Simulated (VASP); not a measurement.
# InP (F-43m) in VASP: settings compared, part 2 of 2

VASP 6.6.1. Earlier steps stand in the parts before.

### 4 Relaxation of cell and atoms, PBEsol

This run uses another cell than the first one, of 25.17 Å³/atom, 0.991 times its volume.

INCAR reads:

```
SYSTEM = InP
ALGO     = Normal         ! electronic algorithm
EDIFF    = 1E-7           ! SCF threshold, eV
EDIFFG   = -0.005         ! ionic threshold
ENCUT    = 600            ! plane-wave cutoff, eV
GGA      = PS             ! functional
IBRION   = 2              ! ionic algorithm
ISIF     = 3              ! what is computed and relaxed
ISMEAR   = 0              ! smearing method
LASPH    = .TRUE.         ! aspherical terms in the spheres
LCHARG   = .FALSE.        ! write CHGCAR
LREAL    = .FALSE.        ! projectors in reciprocal space
LWAVE    = .FALSE.        ! write WAVECAR
NELM     = 60             ! most SCF steps
NSW      = 70             ! ionic steps
PREC     = Accurate       ! precision mode
SIGMA    = 0.1            ! smearing width, eV
```

KPOINTS reads:

```
k-points
0
G
  8 8 8
  0 0 0
```

POSCAR reads:

```
InP
1.0
    0.0000000000      2.9305000000      2.9305000000
    2.9305000000      0.0000000000      2.9305000000
    2.9305000000      2.9305000000      0.0000000000
In P
1 1
Direct
    0.0000000000      0.0000000000      0.0000000000
    0.2500000000      0.2500000000      0.2500000000
```

Potentials or basis: VASP PAW PBE potentials, release 64 (In_d, P).

On the command line:

```
> cat potpaw_PBE.64/In_d/POTCAR potpaw_PBE.64/P/POTCAR > POTCAR
> mpirun -np 1 vasp_std > vasp.out
```

OUTCAR:

```text
SYSTEM = InP
   EDIFF = 1E-7
   EDIFFG = -0.005
   ENCUT = 600
   GGA = PS
   IBRION = 2
   ISIF = 3
   ISMEAR = 0
   LASPH = .TRUE.
   LREAL = .FALSE.
   NELM = 60
   NSW = 70
   PREC = Accurate

 ion  position               nearest neighbor table
   1  0.000  0.000  0.000-   2 2.54   2 2.54   2 2.54   2 2.54
   2  0.250  0.250  0.250-   1 2.54   1 2.54   1 2.54   1 2.54

  LATTYP: Found a face centered cubic cell.
 ALAT       =     5.8610000000

  Lattice vectors:

 A1 = (   0.0000000000,   2.9305000000,   2.9305000000)
 A2 = (   2.9305000000,   0.0000000000,   2.9305000000)
 A3 = (   2.9305000000,   2.9305000000,   0.0000000000)

Analysis of symmetry for initial positions (statically):
=====================================================================
 Subroutine PRICEL returns:
 Original cell was already a primitive cell.

 Routine SETGRP: Setting up the symmetry group for a
 face centered cubic supercell.

 Subroutine GETGRP returns: Found 24 space group operations
 (whereof 24 operations were pure point group operations)
 out of a pool of 48 trial point group operations.

The static configuration has the point symmetry T_d .

Analysis of symmetry for dynamics (positions and initial velocities):
=====================================================================
 Subroutine PRICEL returns:
 Original cell was already a primitive cell.

 Routine SETGRP: Setting up the symmetry group for a
 face centered cubic supercell.

 Subroutine GETGRP returns: Found 24 space group operations
 (whereof 24 operations were pure point group operations)
 out of a pool of 48 trial point group operations.

The dynamic configuration has the point symmetry T_d .

 Subroutine INISYM returns: Found 24 space group operations
 (whereof 24 operations are pure point group operations),
 and found     1 'primitive' translations

----------------------------------------------------------------------------------------

                                     Primitive cell

  volume of cell :      50.3333

  direct lattice vectors                    reciprocal lattice vectors
     0.000000000  2.930500000  2.930500000    -0.170619348  0.170619348  0.170619348
     2.930500000  0.000000000  2.930500000     0.170619348 -0.170619348  0.170619348
     2.930500000  2.930500000  0.000000000     0.170619348  0.170619348 -0.170619348

  length of vectors
     4.144352845  4.144352845  4.144352845     0.295521380  0.295521380  0.295521380

  position of ions in fractional coordinates (direct lattice)
     0.000000000  0.000000000  0.000000000
     0.250000000  0.250000000  0.250000000

  ion indices of the primitive-cell ions
   primitive index   ion index
                 1           1
                 2           2

----------------------------------------------------------------------------------------

 KPOINTS: k-points

Automatic generation of k-mesh.
 Grid dimensions read from file:
 generate k-points for:    8    8    8

 Generating k-lattice:

  Cartesian coordinates                     Fractional coordinates (reciprocal lattice)
    -0.021327419  0.021327419  0.021327419     0.125000000  0.000000000  0.000000000
     0.021327419 -0.021327419  0.021327419     0.000000000  0.125000000  0.000000000
     0.021327419  0.021327419 -0.021327419     0.000000000  0.000000000  0.125000000

[... 51 lines left out ...]
   LNONCOLLINEAR =      F non collinear calculations
   LSORBIT =      F    spin-orbit coupling
   LASPH  =      T    aspherical Exc in radial PAW
   ENCUT  =  600.0 eV  44.10 Ry    6.64 a.u.   8.28  8.28  8.28*2*pi/ulx,y,z
   NELM   =     60;   NELMIN=  2; NELMDL= -5     # of ELM steps
   EDIFF  = 0.1E-06   stopping-criterion for ELM
   LREAL  =      F    real-space projection
   EDIFFG = -.5E-02   stopping-criterion for IOM
   NSW    =     70    number of steps for IOM
   IBRION =      2    ionic relax: 0-MD 1-quasi-New 2-CG
   NFREE  =      1    steps in history (QN), initial steepest desc. (CG)
   ISIF   =      3    stress and relaxation
   ISYM   =      2    0-nonsym 1-usesym 2-fastsym
   POTIM  = 0.5000    time-step for ionic-motion
   TEBEG  =    0.0;   TEEND  =   0.0 temperature during run
   PSTRESS=    0.0 pullay stress
   NELECT =      18.0000    total number of electrons
   NUPDOWN=      -1.0000    fix difference up-down
   EMIN   =  10.00;   EMAX   =-10.00  energy-range for DOS
   EFERMI =   0.00;   METHOD = LEGACY
   ISMEAR =     0;   SIGMA  =   0.10  broadening in eV -4-tet -1-fermi 0-gaus
   EFERMI_NEDOS =   21; number of points for ismear=-14 and -15
   IALGO  =     38    algorithm
   IMIX   =      4    mixing-type and parameters
     AMIX     =   0.40;   BMIX     =  1.00
     AMIX_MAG =   1.60;   BMIX_MAG =  1.00
  volume/ion in A,a.u.               =      25.17       169.83
  Fermi-wavevector in a.u.,A,eV,Ry     =   1.162021  2.195901 18.371846  1.350293
  Thomas-Fermi vector in A             =   2.298587
   LORBIT       =      0    0 simple, 1 ext, 2 COOP (PROOUT), +10 PAW based schemes
   GGA     = PS    functional components
   LHFCALC =     F    Hartree Fock is set to
   AEXX    =    0.0000 exact exchange contribution
   IVDW    =     0    specifies the selected vdW correction
   LEPSILON=     F    determine dielectric tensor
   LRPA    =     F    only Hartree local field effects (RPA)
 conjugate gradient relaxation of ions
 non-spin polarized calculation
 Gauss-broadening in eV      SIGMA  =   0.10
  energy-cutoff  :      600.00
  volume of cell :       50.33
 maximum number of plane-waves:      1700
 NGX is ok and might be reduce to    36
   NGX = 17   NGY = 17   NGZ = 17

--------------------------------------- Ionic step        1  -------------------------------------------

 number of electron      17.9999998 magnetization

 Free energy of the ion-electron system (eV)
  ---------------------------------------------------
  ext. energy  EPLUGINS =         0.00000000
  ---------------------------------------------------
  free energy    TOTEN  =        -9.15420229 eV

  energy without entropy =       -9.15420226  energy(sigma->0) =       -9.15420227

------------------------ aborting loop because EDIFF is reached ----------------------------------------

  FORCE on cell =-STRESS in cart. coord.  units (eV):
  Direction    XX          YY          ZZ          XY          YZ          ZX
  --------------------------------------------------------------------------------------
  -------------------------------------------------------------------------------------
  Total        0.1909983      0.1909983      0.1909983     -0.0000000      0.0000000     -0.0000000
  in kB        6.0797372      6.0797372      6.0797372     -0.0000000      0.0000000     -0.0000000
  external PRESSURE =       6.0797372 kB  Pullay stress =       0.0000000 kB
[... 59 lines left out ...]
--------------------------------------- Ionic step        3  -------------------------------------------

 number of electron      17.9999998 magnetization

 Free energy of the ion-electron system (eV)
  ---------------------------------------------------
  ext. energy  EPLUGINS =         0.00000000
  ---------------------------------------------------
  free energy    TOTEN  =        -9.15507185 eV

  energy without entropy =       -9.15507173  energy(sigma->0) =       -9.15507179

 E-fermi :   5.2855     XC(G=0):  -9.4389

 val. band max:        4.9933419069   @ k =   0.0000   0.0000   0.0000
 cond. band min:       5.5592720217   @ k =   0.0000   0.0000   0.0000
 fundamental gap:      0.5659301148
 Fermi energy:         5.2854943018

 k-point     1 :       0.0000    0.0000    0.0000
  band No.  band energies     occupation
      1      -9.1382      2.00000
      2      -9.1382      2.00000
      3      -9.1382      2.00000
      4      -8.9882      2.00000
      5      -8.9882      2.00000
      6      -6.4925      2.00000
      7       4.9933      1.99996
      8       4.9933      1.99996
      9       4.9933      1.99996
     10       5.5593      0.00011
     11       9.0093      0.00000
     12       9.0093      0.00000
     13       9.0093      0.00000
[... 354 lines left out ...]
  band No.  band energies     occupation
      1      -9.2692      2.00000
      2      -9.0906      2.00000
      3      -9.0707      2.00000
      4      -8.9937      2.00000
      5      -8.9754      2.00000
      6      -4.4551      2.00000
      7      -0.5735      2.00000
      8       2.2827      2.00000
      9       3.3558      2.00000
     10       8.0700      0.00000
     11       9.0717      0.00000
     12      10.7913      0.00000
     13      12.1022      0.00000

 [... further k-points ...]

------------------------ aborting loop because EDIFF is reached ----------------------------------------

  FORCE on cell =-STRESS in cart. coord.  units (eV):
  Direction    XX          YY          ZZ          XY          YZ          ZX
  --------------------------------------------------------------------------------------
  -------------------------------------------------------------------------------------
  Total        0.0002165      0.0002165      0.0002165      0.0000000      0.0000000      0.0000000
  in kB        0.0068308      0.0068308      0.0068308      0.0000000      0.0000000      0.0000000
  external PRESSURE =       0.0068308 kB  Pullay stress =       0.0000000 kB
[... 17 lines left out ...]
  FREE ENERGIE OF THE ION-ELECTRON SYSTEM (eV)
  ---------------------------------------------------
  free  energy   TOTEN  =        -9.1550718527 eV

  energy  without entropy=       -9.1550717265  energy(sigma->0) =       -9.15507179

 reached required accuracy - stopping structural energy minimisation
```

Wall time 3.1 min (1 thread of AMD EPYC 7R13, shared host); peak memory 0.19 GiB.

Results:

```yaml
Free_energy: -9.1551 eV
Relaxed_volume: 25.40 Å³/atom
Relaxed_cell: a = 4.157 Å, b = 4.157 Å, c = 4.157 Å, α = 60.00°, β = 60.00°, γ = 60.00°
Space_group_after_relaxing_to_0.05_Å: F-43m (No. 216)
Energy_gained_by_relaxing: 0.4 meV/atom
Ionic_steps: 3
Pressure_after_relaxing: 0.0 GPa
Band_gap_on_the_k_mesh: 0.57 eV, direct
```

The path:
```tsv
step	energy change (eV)	largest force (eV/Å)	pressure (GPa)	volume (Å³)
1	0.0000	0.0000	0.61	50.33
2	-0.0006	0.0000	-0.31	51.03
3	-0.0009	0.0000	0.00	50.79
```

Final structure:
```
In P
1.0
     0.00000    2.93937    2.93937
     2.93937    0.00000    2.93937
     2.93937    2.93937    0.00000
In P
1 1
Direct
  0.00000 0.00000 0.00000
  0.25000 0.25000 0.25000
```

Caveat: the PAW data sets were made with another functional, which shifts forces and pressure a little; spin-orbit coupling is left out, which moves the levels of the heavy elements. Zero-point motion and thermal expansion aren't in these numbers.

### 5 Relaxation of cell and atoms, LDA

This run uses another cell than the first one, of 25.17 Å³/atom, 0.991 times its volume.

INCAR reads:

```
ALGO = Normal
EDIFF = 1E-7
EDIFFG = -0.005
ENCUT = 600
IBRION = 2
ISIF = 3
ISMEAR = 0
LASPH = True
LCHARG = False
LREAL = False
LWAVE = False
NELM = 80
NSW = 70
PREC = Accurate
SIGMA = 0.02
```

KPOINTS reads:

```
k-points
0
Gamma
  8 8 8
```

POSCAR is that of step 4.

Potentials or basis: VASP PAW LDA potentials, release 64 (In_d, P).

On the command line:

```
> cat potpaw_LDA.64/In_d/POTCAR potpaw_LDA.64/P/POTCAR > POTCAR
> mpirun -np 1 vasp_std > vasp.out
```

It took 2.8 min on 1 thread of AMD EPYC 7R13, shared host; peak memory 0.16 GiB.

It converged, with:

- Free energy: -9.6724 eV
- Relaxed volume: 24.75 Å³/atom
- Relaxed cell: a = 4.121 Å, b = 4.121 Å, c = 4.121 Å, α = 60.00°, β = 60.00°, γ = 60.00°
- Space group after relaxing (to 0.05 Å): F-43m (No. 216)
- Energy gained by relaxing: 1.5 meV/atom
- Ionic steps: 3
- Pressure after relaxing: 0.0 GPa
- Band gap on the k mesh: 0.60 eV, direct

Step by step:
| step | energy change (eV) | largest force (eV/Å) | pressure (GPa) | volume (Å³) |
| --- | --- | --- | --- | --- |
| 1 | 0.0000 | 0.0000 | -1.16 | 50.33 |
| 2 | -0.0020 | 0.0000 | 0.72 | 49.01 |
| 3 | -0.0030 | 0.0000 | -0.01 | 49.50 |

Final structure:
```xyz
2
Lattice="0.0000 2.9143 2.9143 2.9143 0.0000 2.9143 2.9143 2.9143 0.0000" Properties=species:S:1:pos:R:3 pbc="T T T"
In    0.0000    0.0000    0.0000
P     1.4571    1.4571    1.4571
```

Levels at points of the mesh, in eV from the valence-band top:
```csv
k point,band 7,band 8,band 9,band 10,band 11,band 12
"(0.00, 0.00, 0.00)",0.00,0.00,0.00,0.60,3.96,3.96
"(0.50, 0.00, 0.00)",-5.92,-1.02,-1.02,1.37,4.70,4.70
"(0.50, 0.50, 0.00)",-5.93,-2.42,-2.42,1.57,2.12,9.10
```

Caveat: spin-orbit coupling is left out, which moves the levels of the heavy elements.

### 6 Single point, PBEsol, non-collinear spin, zero start, spin-orbit coupling

This run uses another cell than the first one, of 25.17 Å³/atom, 0.991 times its volume.

INCAR reads:

```
PREC = Accurate ; ENCUT = 520
EDIFF = 1E-7 ; ISMEAR = 0
SIGMA = 0.02 ; LREAL = False
LASPH = True ; NELM = 150
ALGO = Normal ; ISIF = 2
LWAVE = False ; LCHARG = False
LNONCOLLINEAR = True ; MAGMOM = 0 0 0 0 0 0
LORBIT = 11 ; LSORBIT = True
GGA_COMPAT = False ; LORBMOM = True
GGA = PS ; NBANDS = 30
```

KPOINTS reads:

```
Automatic mesh
0
Gamma
  8 8 8
```

POSCAR is that of step 5.

Potentials or basis: VASP PAW PBE potentials, release 64 (In_d, P).

On the command line:

```
> cat potpaw_PBE.64/In_d/POTCAR potpaw_PBE.64/P/POTCAR > POTCAR
> mpirun -np 1 vasp_ncl > vasp.out
```

Wall time 6.2 min (1 thread of AMD EPYC 7R13, shared host); peak memory 0.32 GiB.

Results (log left out):

| Quantity | Value |
| --- | --- |
| Free energy | -9.1903 eV |
| Pressure | 0.5 GPa |
| Net moment | 0.00 μB per cell |
| Valence electrons inside the program's atomic spheres | In 11.51; P 2.51 |

Moments on the atoms (μB; x, y, z):
```
In  0.00 0.00 0.00
P   0.00 0.00 0.00
```

Caveat: the PAW data sets were made with another functional, which shifts forces and pressure a little.

### 7 Overview

| task | level | potentials or basis | spin | cell | cutoff (eV) | smearing | gap on the mesh (eV) | pressure (GPa) | relaxed volume (Å³/atom) |
| --- | --- | --- | --- | --- | --- | --- | --- | --- | --- |
| single point | PBEsol | VASP PAW PBE potentials, release 64 (In_d, P) | off | a = 4.157 Å, angles 60.0°, 2 atoms | 520 | gaussian 0.02 eV | 0.57 | 0.0 | - |
| single point | PBEsol | VASP PAW PBE potentials, release 64 (In_d, P) | off | a = 4.144 Å, angles 60.0°, 2 atoms | 520 | gaussian 0.02 eV | 0.61 | 0.6 | - |
| relaxation of cell and atoms | PBEsol | VASP PAW PBE potentials, release 64 (In_d, P) | off | relaxed from a = 4.144 Å, angles 60.0°, 2 atoms | 600 | gaussian 0.1 eV | 0.57 | 0.0 | 25.40 |
| relaxation of cell and atoms | LDA | VASP PAW LDA potentials, release 64 (In_d, P) | off | relaxed from a = 4.144 Å, angles 60.0°, 2 atoms | 600 | gaussian 0.02 eV | 0.60 | 0.0 | 24.75 |
| single point | PBEsol | VASP PAW PBE potentials, release 64 (In_d, P) | non-collinear, zero start, SOC | a = 4.144 Å, angles 60.0°, 2 atoms | 520 | gaussian 0.02 eV | - | 0.5 | - |

Alike in all rows: k mesh 8 × 8 × 8.

Caveats: the PAW data sets were made with another functional, which shifts forces and pressure a little (some runs); spin-orbit coupling is left out, which moves the levels of the heavy elements (some runs).

Absolute energies hang on the potentials; compare differences alone.

### 8 Comparison with measurements

Step 2. Against the measured gap of InP, 1.4236 eV (direct; 1.6 K; a printed reference work, data compilation), the calculated 0.57 eV is off by -0.86 eV. Spin-orbit coupling on In is left out. The value is that of PBEsol, without temperature or zero-point motion. Semilocal functionals fall short of measured gaps as a rule.

Step 3. Against the measured gap of InP, 1.4236 eV (direct; 1.6 K; a printed reference work, data compilation), the calculated 0.61 eV is off by -0.81 eV. Spin-orbit coupling on In is left out. The value is that of PBEsol, without temperature or zero-point motion. Semilocal functionals fall short of measured gaps as a rule.
